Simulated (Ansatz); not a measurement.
**Stiffness of TaC from strained cells**

```yaml
crystal:
  lattice:
    - [0.00000, 2.22700, 2.22700]
    - [2.22700, 0.00000, 2.22700]
    - [2.22700, 2.22700, 0.00000]
  atoms:
    - { symbol: Ta, position: [0.00000, 0.00000, 0.00000] }
    - { symbol: C, position: [0.50000, 0.50000, 0.50000] }
```

Atom numbers follow the list: Ta1, C2.

The geometry is COD entry 9008731, unchecked; take it as a test cell.

Spin polarisation is left out, and whether a magnetic state lies lower isn't shown here.

Spin–orbit coupling is left out, though it moves levels of the heavy atoms by tenths of an eV or more.

All numbers below come from DFT, PBEsol, all-electron LAPW, scalar-relativistic (Ansatz 0.2.0).

Sampling and basis: a Γ-centred 13×13×13 k mesh, Fermi–Dirac smearing of 0.08 eV, basis error target 0.25 meV/atom, no spin polarisation.

The unstrained cell is at -3.38 GPa. Large strains and very small stresses are left out. Each strain is applied once, with fractional coordinates held (clamped ions), and σ below is the change of stress, positive in tension. One finite strain gives stress–strain coefficients at this pressure with an error of the order of the strain times third-order constants, a few per cent for each per cent of strain. In a metal the k mesh adds noise of tens of per cent to soft shears.

Estimate the stiffness probed by this change, and the stress that it gives: equal xy, yz and zx engineering shear strains of -1 %.

σxy = -1.87 GPa and γxy = 2εxy = -0.0100, so C44 (clamped ions) = σxy/γxy = 187 GPa.

With equal xy, yz and zx engineering shear strains of +1 %, the run gives σxy = 1.89 GPa and γxy = 2εxy = 0.0100. Which stiffness follows?

C44 (clamped ions) = σxy/γxy = 189 GPa.
